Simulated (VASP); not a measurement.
# Ag (Fm-3m) in VASP: settings compared

Aim: see how the results for Ag move with the level of theory and the settings. Levels: AM05, PBEsol. Tasks: relaxation of cell and atoms.

Program: VASP 6.6.1. These are calculated values, not measurements. Logs are shortened: lines on timing, memory, paths and dates and some standing lists are left out, and cuts for length are marked.

## 1. The structure

It takes space group Fm-3m (No. 225, cubic). The conventional cell has a = 4.085 Å, b = 4.085 Å, c = 4.085 Å, α = 90.00°, β = 90.00°, γ = 90.00°. Ag (site symmetry m-3m) has 12 Ag at 2.89 Å as nearest neighbours.

## 2. Relaxation of cell and atoms, AM05

Contents of INCAR:

```
SYSTEM = Ag
ALGO = Normal ; EDIFF = 1E-6
EDIFFG = -0.01 ; ENCUT = 600
GGA = AM ; IBRION = 2
ISIF = 3 ; ISMEAR = 1
LASPH = .TRUE. ; LCHARG = .FALSE.
LREAL = .FALSE. ; LWAVE = .FALSE.
NELM = 80 ; NSW = 90
PREC = Accurate ; SIGMA = 0.1
```

Contents of KPOINTS:

```
k-points
0
G
  16 16 16
  0 0 0
```

Contents of POSCAR:

```
Ag
1.0
    0.0000000000      2.0427500000      2.0427500000
    2.0427500000      0.0000000000      2.0427500000
    2.0427500000      2.0427500000      0.0000000000
Ag
1
Direct
    0.0000000000      0.0000000000      0.0000000000
```

Potentials or basis: VASP PAW PBE potentials, release 64 (Ag).

Started as:

```sh
$ cat potpaw_PBE.64/Ag/POTCAR > POTCAR
$ mpirun -np 1 vasp_std > vasp.out
```

OUTCAR:

```text
SYSTEM = Ag
   EDIFF = 1E-6
   EDIFFG = -0.01
   ENCUT = 600
   GGA = AM
   IBRION = 2
   ISIF = 3
   ISMEAR = 1
   LASPH = .TRUE.
   LREAL = .FALSE.
   NELM = 80
   NSW = 90
   PREC = Accurate

 ion  position               nearest neighbor table
   1  0.000  0.000  0.000-

  LATTYP: Found a face centered cubic cell.
 ALAT       =     4.0855000000

  Lattice vectors:

 A1 = (   0.0000000000,   2.0427500000,   2.0427500000)
 A2 = (   2.0427500000,   0.0000000000,   2.0427500000)
 A3 = (   2.0427500000,   2.0427500000,   0.0000000000)

Analysis of symmetry for initial positions (statically):
=====================================================================
 Subroutine PRICEL returns:
 Original cell was already a primitive cell.

 Routine SETGRP: Setting up the symmetry group for a
 face centered cubic supercell.

 Subroutine GETGRP returns: Found 48 space group operations
 (whereof 48 operations were pure point group operations)
 out of a pool of 48 trial point group operations.

The static configuration has the point symmetry O_h .

Analysis of symmetry for dynamics (positions and initial velocities):
=====================================================================
 Subroutine PRICEL returns:
 Original cell was already a primitive cell.

 Routine SETGRP: Setting up the symmetry group for a
 face centered cubic supercell.

 Subroutine GETGRP returns: Found 48 space group operations
 (whereof 48 operations were pure point group operations)
 out of a pool of 48 trial point group operations.

The dynamic configuration has the point symmetry O_h .

 Subroutine INISYM returns: Found 48 space group operations
 (whereof 48 operations are pure point group operations),
 and found     1 'primitive' translations

----------------------------------------------------------------------------------------

                                     Primitive cell

  volume of cell :      17.0481

  direct lattice vectors                    reciprocal lattice vectors
     0.000000000  2.042750000  2.042750000    -0.244768082  0.244768082  0.244768082
     2.042750000  0.000000000  2.042750000     0.244768082 -0.244768082  0.244768082
     2.042750000  2.042750000  0.000000000     0.244768082  0.244768082 -0.244768082

  length of vectors
     2.888884755  2.888884755  2.888884755     0.423950755  0.423950755  0.423950755

  position of ions in fractional coordinates (direct lattice)
[... 94 lines left out ...]
   IALGO  =     38    algorithm
   IMIX   =      4    mixing-type and parameters
     AMIX     =   0.40;   BMIX     =  1.00
     AMIX_MAG =   1.60;   BMIX_MAG =  1.00
  volume/ion in A,a.u.               =      17.05       115.05
  Fermi-wavevector in a.u.,A,eV,Ry     =   1.414644  2.673290 27.228221  2.001218
  Thomas-Fermi vector in A             =   2.536165
   LORBIT       =      0    0 simple, 1 ext, 2 COOP (PROOUT), +10 PAW based schemes
   GGA     = AM    functional components
   LHFCALC =     F    Hartree Fock is set to
   AEXX    =    0.0000 exact exchange contribution
   IVDW    =     0    specifies the selected vdW correction
   LEPSILON=     F    determine dielectric tensor
   LRPA    =     F    only Hartree local field effects (RPA)
 conjugate gradient relaxation of ions
 non-spin polarized calculation
 Methfessel and Paxton  Order N= 1 SIGMA  =   0.10
  energy-cutoff  :      600.00
  volume of cell :       17.05
 maximum number of plane-waves:       588
   NGX = 11   NGY = 11   NGZ = 11

--------------------------------------- Ionic step        1  -------------------------------------------

 number of electron      10.9999999 magnetization

 Free energy of the ion-electron system (eV)
  ---------------------------------------------------
  ext. energy  EPLUGINS =         0.00000000
  ---------------------------------------------------
  free energy    TOTEN  =        -3.00679826 eV

  energy without entropy =       -3.00619281  energy(sigma->0) =       -3.00659644

------------------------ aborting loop because EDIFF is reached ----------------------------------------

  FORCE on cell =-STRESS in cart. coord.  units (eV):
  Direction    XX          YY          ZZ          XY          YZ          ZX
  --------------------------------------------------------------------------------------
  -------------------------------------------------------------------------------------
  Total       -0.2743833     -0.2743833     -0.2743833      0.0000000      0.0000000      0.0000000
  in kB      -25.7865092    -25.7865092    -25.7865092      0.0000000      0.0000000      0.0000000
  external PRESSURE =     -25.7865092 kB  Pullay stress =       0.0000000 kB
[... 57 lines left out ...]
--------------------------------------- Ionic step        3  -------------------------------------------

 number of electron      11.0000001 magnetization

 Free energy of the ion-electron system (eV)
  ---------------------------------------------------
  ext. energy  EPLUGINS =         0.00000000
  ---------------------------------------------------
  free energy    TOTEN  =        -3.01013174 eV

  energy without entropy =       -3.00939865  energy(sigma->0) =       -3.00988738

 E-fermi :   8.5359     XC(G=0): -12.5170

 val. band max:        8.5319841850   @ k =   0.5000   0.3125   0.1250
 cond. band min:       8.5425575062   @ k =   0.5000   0.1875   0.0625
 fundamental gap:      0.0105733212
 Fermi energy:         8.5358611316

 k-point     1 :       0.0000    0.0000    0.0000
  band No.  band energies     occupation
      1       0.5978      2.00000
      2       3.7368      2.00000
      3       3.7368      2.00000
      4       3.7368      2.00000
      5       4.8263      2.00000
      6       4.8263      2.00000
      7      24.5998      0.00000
      8      28.3617      0.00000
      9      28.3617      0.00000
[... 265 lines left out ...]
 k-point    24 :      -0.0625    0.0625    0.0000
  band No.  band energies     occupation
      1       0.9252      2.00000
      2       3.6447      2.00000
      3       3.8205      2.00000
      4       3.8498      2.00000
      5       4.7420      2.00000
      6       4.8472      2.00000
      7      24.6340      0.00000
      8      26.3526      0.00000
      9      27.7827      0.00000

 [... further k-points ...]

------------------------ aborting loop because EDIFF is reached ----------------------------------------

  FORCE on cell =-STRESS in cart. coord.  units (eV):
  Direction    XX          YY          ZZ          XY          YZ          ZX
  --------------------------------------------------------------------------------------
  -------------------------------------------------------------------------------------
  Total       -0.0005988     -0.0005988     -0.0005988     -0.0000000      0.0000000     -0.0000000
  in kB       -0.0576338     -0.0576338     -0.0576338     -0.0000000      0.0000000     -0.0000000
  external PRESSURE =      -0.0576338 kB  Pullay stress =       0.0000000 kB
[... 16 lines left out ...]
  FREE ENERGIE OF THE ION-ELECTRON SYSTEM (eV)
  ---------------------------------------------------
  free  energy   TOTEN  =        -3.0101317425 eV

  energy  without entropy=       -3.0093986517  energy(sigma->0) =       -3.00988738

 reached required accuracy - stopping structural energy minimisation
```

CONTCAR:

```text
Ag
   1.00000000000000
     0.0000000000000000    2.0265175676769593    2.0265175676769593
     2.0265175676769593    0.0000000000000000    2.0265175676769593
     2.0265175676769593    2.0265175676769593    0.0000000000000000
  Ag
     1
Direct
     0.0000000000000000    0.0000000000000000    0.0000000000000000

  0.00000000E+00  0.00000000E+00  0.00000000E+00
```

It took 16 s on 1 thread of Intel Xeon 6975P-C (Granite Rapids), shared host; peak memory 0.17 GiB.

What came out:

```yaml
Free_energy: -3.0101 eV
Relaxed_volume: 16.64 Å³/atom
Relaxed_cell: a = 2.866 Å, b = 2.866 Å, c = 2.866 Å, α = 60.00°, β = 60.00°, γ = 60.00°
Space_group_after_relaxing_to_0.05_Å: Fm-3m (No. 225)
Energy_gained_by_relaxing: 3.3 meV/atom
Ionic_steps: 3
Pressure_after_relaxing: 0.0 GPa
Band_gap_on_the_k_mesh: none (metal or under the smearing width)
```

Step by step:
| step | energy change (eV) | largest force (eV/Å) | pressure (GPa) | volume (Å³) |
| --- | --- | --- | --- | --- |
| 1 | 0.0000 | 0.0000 | -2.58 | 17.05 |
| 2 | -0.0018 | 0.0000 | 1.94 | 16.38 |
| 3 | -0.0033 | 0.0000 | -0.01 | 16.64 |

Final structure:
```yaml
crystal:
  lattice:
    - [0.00000, 2.02652, 2.02652]
    - [2.02652, 0.00000, 2.02652]
    - [2.02652, 2.02652, 0.00000]
  atoms:
    - { symbol: Ag, position: [0.00000, 0.00000, 0.00000] }
```

Levels at points of the mesh, in eV from the Fermi level:
```
           k point  band 3  band 4  band 5  band 6  band 7  band 8  band 9
(0.00, 0.00, 0.00)   -4.80   -4.80   -3.71   -3.71   16.06   19.83   19.83
(0.50, 0.00, 0.00)   -4.82   -2.88   -2.88   -0.47    3.80   15.29   18.17
(0.50, 0.50, 0.00)   -2.91   -2.66   -2.66    1.59    6.97   10.82   10.82
```

Caveat: the PAW data sets were made with another functional, which shifts forces and pressure a little.

## 3. Relaxation of cell and atoms, AM05

This run uses another cell than the first one, of 16.64 Å³/atom, 0.976 times its volume.

Edit INCAR of step 2 so:

```diff
@@ -1,4 +1,4 @@
 SYSTEM = Ag
-ALGO = Normal ; EDIFF = 1E-6
-EDIFFG = -0.01 ; ENCUT = 600
+ALGO = Normal ; EDIFF = 1E-7
+EDIFFG = -0.005 ; ENCUT = 600
 GGA = AM ; IBRION = 2
```

KPOINTS is that of step 2.

Contents of POSCAR:

```
Ag                                      
1.0
    0.0000000000      2.0265175677      2.0265175677
    2.0265175677      0.0000000000      2.0265175677
    2.0265175677      2.0265175677      0.0000000000
  Ag            
     1
Direct
     0.0000000000000000    0.0000000000000000    0.0000000000000000
```

Potentials or basis: VASP PAW PBE potentials, release 64 (Ag).

Started as:

```sh
$ cat potpaw_PBE.64/Ag/POTCAR > POTCAR
$ mpirun -np 1 vasp_std > vasp.out
```

Run time: 7.5 s. Hardware: 1 thread of Intel Xeon 6975P-C (Granite Rapids), shared host; peak memory 0.15 GiB.

Results (log left out):

```
Free energy             : -3.0099 eV
Pressure after relaxing : 0.0 GPa
Band gap on the k mesh  : none (metal or under the smearing width)
```

Final structure:
```xyz
1
Lattice="0.0000 2.0265 2.0265 2.0265 0.0000 2.0265 2.0265 2.0265 0.0000" Properties=species:S:1:pos:R:3 pbc="T T T"
Ag    0.0000    0.0000    0.0000
```

Levels at points of the mesh, in eV from the Fermi level:
```csv
k point,band 4,band 5,band 6,band 7,band 8,band 9
"(0.00, 0.00, 0.00)",-4.80,-3.71,-3.71,16.06,19.83,19.83
"(0.50, 0.00, 0.00)",-2.88,-2.88,-0.47,3.80,15.29,18.17
"(0.50, 0.50, 0.00)",-2.66,-2.66,1.59,6.97,10.82,10.82
```

Caveat: the relaxation stopped at its first step, so nothing moved; the PAW data sets were made with another functional, which shifts forces and pressure a little.

## 4. Relaxation of cell and atoms, PBEsol

Contents of INCAR:

```
PREC = Accurate
ENCUT = 600
EDIFF = 1E-6
ISMEAR = 1
SIGMA = 0.1
LREAL = F
LASPH = T
NELM = 80
ALGO = Normal
ISIF = 3
LWAVE = F
LCHARG = F
GGA = PS
IBRION = 2
NSW = 90
EDIFFG = -0.01
```

Contents of KPOINTS:

```
Automatic mesh
0
Gamma
  16 16 16
```

Contents of POSCAR:

```
Ag
1.0
    0.0000000000      2.0427500000      2.0427500000
    2.0427500000      0.0000000000      2.0427500000
    2.0427500000      2.0427500000      0.0000000000
Ag
1
Direct
    0.0000000000      0.0000000000      0.0000000000
```

Potentials or basis: VASP PAW PBE potentials, release 64 (Ag).

Started as:

```sh
$ cat potpaw_PBE.64/Ag/POTCAR > POTCAR
$ mpirun -np 1 vasp_std > vasp.out
```

OUTCAR:

```text
PREC = Accurate
   ENCUT = 600
   EDIFF = 1E-6
   ISMEAR = 1
   LREAL = F
   LASPH = T
   NELM = 80
   ISIF = 3
   GGA = PS
   IBRION = 2
   NSW = 90
   EDIFFG = -0.01

 ion  position               nearest neighbor table
   1  0.000  0.000  0.000-

  LATTYP: Found a face centered cubic cell.
 ALAT       =     4.0855000000

  Lattice vectors:

 A1 = (   0.0000000000,   2.0427500000,   2.0427500000)
 A2 = (   2.0427500000,   0.0000000000,   2.0427500000)
 A3 = (   2.0427500000,   2.0427500000,   0.0000000000)

Analysis of symmetry for initial positions (statically):
=====================================================================
 Subroutine PRICEL returns:
 Original cell was already a primitive cell.

 Routine SETGRP: Setting up the symmetry group for a
 face centered cubic supercell.

 Subroutine GETGRP returns: Found 48 space group operations
 (whereof 48 operations were pure point group operations)
 out of a pool of 48 trial point group operations.

The static configuration has the point symmetry O_h .

Analysis of symmetry for dynamics (positions and initial velocities):
[... 168 lines left out ...]
  in kB      -27.9202263    -27.9202263    -27.9202263      0.0000000      0.0000000     -0.0000000
  external PRESSURE =     -27.9202263 kB  Pullay stress =       0.0000000 kB
[... 57 lines left out ...]
--------------------------------------- Ionic step        3  -------------------------------------------

 number of electron      11.0000001 magnetization

 Free energy of the ion-electron system (eV)
  ---------------------------------------------------
  ext. energy  EPLUGINS =         0.00000000
  ---------------------------------------------------
  free energy    TOTEN  =        -3.31054344 eV

  energy without entropy =       -3.30980786  energy(sigma->0) =       -3.31029825

 E-fermi :   8.5210     XC(G=0): -12.5630

 val. band max:        8.5177465334   @ k =   0.5000   0.3125   0.1250
 cond. band min:       8.5307554804   @ k =   0.5000   0.1875   0.0625
 fundamental gap:      0.0130089470
 Fermi energy:         8.5210300419

 k-point     1 :       0.0000    0.0000    0.0000
  band No.  band energies     occupation
      1       0.5673      2.00000
      2       3.7225      2.00000
      3       3.7225      2.00000
      4       3.7225      2.00000
      5       4.8171      2.00000
      6       4.8171      2.00000
      7      24.6235      0.00000
      8      28.3459      0.00000
      9      28.3459      0.00000
[... 265 lines left out ...]
 k-point    24 :      -0.0625    0.0625    0.0000
  band No.  band energies     occupation
      1       0.8952      2.00000
      2       3.6303      2.00000
      3       3.8067      2.00000
      4       3.8360      2.00000
      5       4.7324      2.00000
      6       4.8381      2.00000
      7      24.6576      0.00000
      8      26.3562      0.00000
      9      27.7665      0.00000

 [... further k-points ...]

------------------------ aborting loop because EDIFF is reached ----------------------------------------

  FORCE on cell =-STRESS in cart. coord.  units (eV):
  Direction    XX          YY          ZZ          XY          YZ          ZX
  --------------------------------------------------------------------------------------
  -------------------------------------------------------------------------------------
  Total       -0.0006959     -0.0006959     -0.0006959      0.0000000      0.0000000     -0.0000000
  in kB       -0.0670640     -0.0670640     -0.0670640      0.0000000      0.0000000     -0.0000000
  external PRESSURE =      -0.0670640 kB  Pullay stress =       0.0000000 kB
[... 16 lines left out ...]
  FREE ENERGIE OF THE ION-ELECTRON SYSTEM (eV)
  ---------------------------------------------------
  free  energy   TOTEN  =        -3.3105434416 eV

  energy  without entropy=       -3.3098078647  energy(sigma->0) =       -3.31029825

 reached required accuracy - stopping structural energy minimisation
```

OSZICAR:

```text
N       E                     dE             d eps       ncg     rms          rms(c)
DAV:   1     0.496729252196E+02    0.49673E+02   -0.62142E+03  2650   0.125E+03
DAV:   2    -0.323639499899E+01   -0.52909E+02   -0.50794E+02  2674   0.222E+02
DAV:   3    -0.365674873181E+01   -0.42035E+00   -0.42022E+00  3086   0.246E+01
[... 20 lines left out ...]
DAV:   2    -0.331211694991E+01    0.48686E-01   -0.20966E-01  2640   0.504E+00    0.478E-01
DAV:   3    -0.331085843770E+01    0.12585E-02   -0.31646E-03  2678   0.568E-01    0.316E-01
DAV:   4    -0.331054153315E+01    0.31690E-03   -0.43300E-04  2776   0.208E-01    0.125E-02
DAV:   5    -0.331054281045E+01   -0.12773E-05   -0.14871E-05  2756   0.385E-02    0.562E-03
DAV:   6    -0.331054344162E+01   -0.63117E-06   -0.97146E-07  2487   0.118E-02
   3 F= -.33105434E+01 E0= -.33102982E+01  d E =-.378370E-02
```

Wall time 20 s (1 thread of Intel Xeon 6975P-C (Granite Rapids), shared host); peak memory 0.17 GiB.

What came out:

| Quantity | Value |
| --- | --- |
| Free energy | -3.3105 eV |
| Relaxed volume | 16.63 Å³/atom |
| Relaxed cell | a = 2.865 Å, b = 2.865 Å, c = 2.865 Å, α = 60.00°, β = 60.00°, γ = 60.00° |
| Space group after relaxing (to 0.05 Å) | Fm-3m (No. 225) |
| Energy gained by relaxing | 3.8 meV/atom |
| Ionic steps | 3 |
| Pressure after relaxing | 0.0 GPa |
| Band gap on the k mesh | none (metal or under the smearing width) |

The path:
| step | energy change (eV) | largest force (eV/Å) | pressure (GPa) | volume (Å³) |
| --- | --- | --- | --- | --- |
| 1 | 0.0000 | 0.0000 | -2.79 | 17.05 |
| 2 | -0.0017 | 0.0000 | 2.30 | 16.33 |
| 3 | -0.0038 | 0.0000 | -0.01 | 16.63 |

Final structure:
```yaml
crystal:
  lattice:
    - [0.00000, 2.02576, 2.02576]
    - [2.02576, 0.00000, 2.02576]
    - [2.02576, 2.02576, 0.00000]
  atoms:
    - { symbol: Ag, position: [0.00000, 0.00000, 0.00000] }
```

Caveat: the PAW data sets were made with another functional, which shifts forces and pressure a little.

## 5. Relaxation of cell and atoms, PBEsol

This run uses another cell than the first one, of 16.63 Å³/atom, 0.975 times its volume.

Edit INCAR of step 4 so:

```diff
@@ -2,3 +2,3 @@
 ENCUT = 600
-EDIFF = 1E-6
+EDIFF = 1E-7
 ISMEAR = 1
@@ -15,2 +15,2 @@
 NSW = 90
-EDIFFG = -0.01
+EDIFFG = -0.005
```

KPOINTS is that of step 4.

Contents of POSCAR:

```
Ag                                      
1.0
   -0.0000000000      2.0257627205      2.0257627205
    2.0257627205      0.0000000000      2.0257627205
    2.0257627205      2.0257627205      0.0000000000
  Ag            
     1
Direct
     0.0000000000000000    0.0000000000000000    0.0000000000000000
```

Started as:

```sh
$ cat potpaw_PBE.64/Ag/POTCAR > POTCAR
$ mpirun -np 1 vasp_std > vasp.out
```

Wall time 9.5 s (1 thread of Intel Xeon 6975P-C (Granite Rapids), shared host); peak memory 0.16 GiB.

The run converged. Its results:

```yaml
Free_energy: -3.3103 eV
Pressure_after_relaxing: 0.0 GPa
Band_gap_on_the_k_mesh: none (metal or under the smearing width)
```

Final structure:
```cif
data_structure
_symmetry_space_group_name_H-M 'P 1'
_symmetry_Int_Tables_number 1
_cell_length_a 2.8649
_cell_length_b 2.8649
_cell_length_c 2.8649
_cell_angle_alpha 60.000
_cell_angle_beta 60.000
_cell_angle_gamma 60.000
_cell_volume 16.63
loop_
_atom_site_label
_atom_site_type_symbol
_atom_site_fract_x
_atom_site_fract_y
_atom_site_fract_z
_atom_site_occupancy
Ag1 Ag 0.00000 0.00000 0.00000 1
```

Levels at points of the mesh, in eV from the Fermi level:
```
           k point  band 2  band 3  band 4  band 5  band 6  band 7  band 8  band 9
(0.00, 0.00, 0.00)   -4.80   -4.80   -4.80   -3.70   -3.70   16.10   19.82   19.82
(0.50, 0.00, 0.00)   -4.82   -4.82   -2.87   -2.87   -0.46    3.79   15.34   18.14
(0.50, 0.50, 0.00)   -6.38   -2.90   -2.65   -2.65    1.58    6.98   10.79   10.79
```

Caveat: the relaxation stopped at its first step, so nothing moved; the PAW data sets were made with another functional, which shifts forces and pressure a little.
